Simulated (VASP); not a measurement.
# KBr in VASP 6.6.1, single-point calculation

INCAR

```
ENCUT = 520
MAXMIX = 5
LCHARG = .FALSE.
LASPH = .TRUE.
NBANDS = 15
NSW = 0
PREC = Accurate
NELM = 93
SIGMA = 0.3
ISIF = 2
LREAL = .FALSE.
IBRION = -1
EDIFF = 1E-6
ISMEAR = 1
LWAVE = .FALSE.
GGA = PE
```

KPOINTS

```
KPOINTS created by Atomic Simulation Environment
0
Gamma
6 6 6
0 0 0
```

POSCAR

```
K  Br
 1.0000000000000000
     0.0141996657000000    3.3022478341000001    3.3022478341000001
     3.3022478341000001    0.0141996657000000    3.3022478341000001
     3.3164474998000002    3.3164474998000002    0.0000000000000000
 K   Br
   1   1
Cartesian
  0.0000000000000000  0.0000000000000000  0.0000000000000000
  3.3164474998000006  3.3164474998000006  3.3022478341000001
```

The recommended PBE PAW datasets give the neutral cell 16 valence electrons.

Command

```
mpirun -np 1 vasp_std
```

OSZICAR

```
N       E                     dE             d eps       ncg     rms          rms(c)
DAV:   1     0.991362663975E+02    0.99136E+02   -0.68732E+03  1380   0.935E+02
DAV:   2    -0.202824492625E+00   -0.99339E+02   -0.91632E+02  1775   0.226E+02
DAV:   3    -0.612873105977E+01   -0.59259E+01   -0.59173E+01  1933   0.494E+01
DAV:   4    -0.636398138872E+01   -0.23525E+00   -0.23518E+00  2047   0.844E+00
DAV:   5    -0.636572149882E+01   -0.17401E-02   -0.17401E-02  1954   0.835E-01    0.310E+00
DAV:   6    -0.619696985927E+01    0.16875E+00   -0.21480E-01  1730   0.222E+00    0.226E+00
DAV:   7    -0.618616351366E+01    0.10806E-01   -0.10619E-01  1877   0.175E+00    0.102E+00
DAV:   8    -0.619504130528E+01   -0.88778E-02   -0.12001E-02  1491   0.788E-01    0.110E-01
DAV:   9    -0.619587600300E+01   -0.83470E-03   -0.87527E-04  1891   0.181E-01    0.785E-02
DAV:  10    -0.619613842365E+01   -0.26242E-03   -0.26390E-04  1443   0.937E-02    0.115E-02
DAV:  11    -0.619614780621E+01   -0.93826E-05   -0.14179E-05  2041   0.187E-02    0.543E-03
DAV:  12    -0.619615444308E+01   -0.66369E-05   -0.30834E-06  1435   0.110E-02    0.254E-03
DAV:  13    -0.619615730339E+01   -0.28603E-05   -0.33185E-06  1477   0.104E-02    0.465E-04
DAV:  14    -0.619615737336E+01   -0.69976E-07   -0.15040E-07  1523   0.240E-03
   1 F= -.61961574E+01 E0= -.62110598E+01  d E =0.447074E-01
```

From OUTCAR

```
k-points           NKPTS =     46   k-points in BZ     NKDIM =     46   number of bands    NBANDS=     15

   NELECT =      16.0000    total number of electrons

   dimension x,y,z NGX =    36 NGY =   36 NGZ =   36
   dimension x,y,z NGXF=    72 NGYF=   72 NGZF=   72

  energy-cutoff  :      520.00
  volume of cell :       72.02
      direct lattice vectors                 reciprocal lattice vectors
     0.014199666  3.302247834  3.302247834    -0.152065899  0.152065899  0.151412015
     3.302247834  0.014199666  3.302247834     0.152065899 -0.152065899  0.151412015
     3.316447500  3.316447500  0.000000000     0.150763731  0.150763731 -0.151412015

 k-points in reciprocal lattice and weights: KPOINTS created by Atomic Simulation Env
   0.00000000  0.00000000  0.00000000       0.005
   0.16666667  0.00000000  0.00000000       0.019
   0.33333333  0.00000000  0.00000000       0.019
   0.50000000 -0.00000000  0.00000000       0.009
   0.16666667  0.16666667  0.00000000       0.009
   0.33333333  0.16666667  0.00000000       0.019
   0.50000000  0.16666667  0.00000000       0.019
  -0.33333333  0.16666667  0.00000000       0.019
   ...

 E-fermi :  -1.7445

 k-point     1 :       0.0000    0.0000    0.0000
  band No.  band energies     occupation
      1     -29.5301      2.00000
      2     -14.0489      2.00000
      3     -13.0077      2.00000
      4     -13.0074      2.00000
      5     -13.0072      2.00000
      6      -1.7643      1.11143
      7      -1.7570      1.07069
      8      -1.7496      1.02891
      9       2.6766     -0.00000
     10       5.8203      0.00000
     11       5.8541      0.00000
     12       5.8879      0.00000
     13       6.6767      0.00000
     14       6.6771      0.00000
     15       9.8461      0.00000

 k-point     2 :       0.1667    0.0000    0.0000
  band No.  band energies     occupation
      1     -29.5287      2.00000
      2     -14.0985      2.00000
      3     -13.0091      2.00000
      4     -13.0086      2.00000
      5     -12.9406      2.00000
      6      -2.1174      2.07081
      7      -1.8531      1.57065
      8      -1.8435      1.52636
      9       3.3333     -0.00000
     10       5.7272      0.00000
     11       6.1464      0.00000
     12       6.1912      0.00000
     13       7.0316      0.00000
     14       7.0356      0.00000
     15      10.7444      0.00000

 k-point     3 :       0.3333    0.0000    0.0000
  band No.  band energies     occupation
      1     -29.5258      2.00000
      2     -14.1838      2.00000
      3     -13.0121      2.00000
      4     -13.0112      2.00000
      5     -12.8199      2.00000
      6      -2.6899      2.00008
      7      -2.0199      2.02879
      8      -2.0104      2.01797
      9       4.4424      0.00000
     10       5.9732      0.00000
     11       7.0181      0.00000
     12       7.0621      0.00000
     13       7.9233      0.00000
     14       7.9397      0.00000
     15       9.7494      0.00000

 ...

  Total        0.2786448      0.2786448      0.2786961     -0.0113491      0.0000000      0.0000000
  in kB        6.1988425      6.1988425      6.1999830     -0.2524768      0.0000000      0.0000000
  external PRESSURE =       6.1992226 kB  Pullay stress =       0.0000000 kB

 POSITION                                       TOTAL-FORCE (eV/Angst)
 -----------------------------------------------------------------------------------
      0.00000      0.00000      0.00000         0.000000      0.000000     -0.000000
      3.31645      3.31645      3.30225        -0.000000     -0.000000      0.000000
 -----------------------------------------------------------------------------------
    total drift:                                0.000000      0.000000      0.000000

  FREE ENERGIE OF THE ION-ELECTRON SYSTEM (eV)
  ---------------------------------------------------
  free  energy   TOTEN  =        -6.1961573734 eV

  energy  without entropy=       -6.2408647487  energy(sigma->0) =       -6.21105983
```

It converged. Results: gap between bands v and c on the k mesh 4.43 eV; least direct gap on the k mesh 4.43 eV; pressure 0.6 GPa. Band v is the last that the valence electrons fill when counted band by band, and c is the next.

For comparison, a separate PBE run of the intended cell, on usual settings and not on those above, gives a gap of 4.42 eV on its mesh and a pressure of 0.7 GPa.

The run above took about 63 s on one core of a shared host (Intel Xeon Platinum 8488C) and held 0.22 GiB at most.
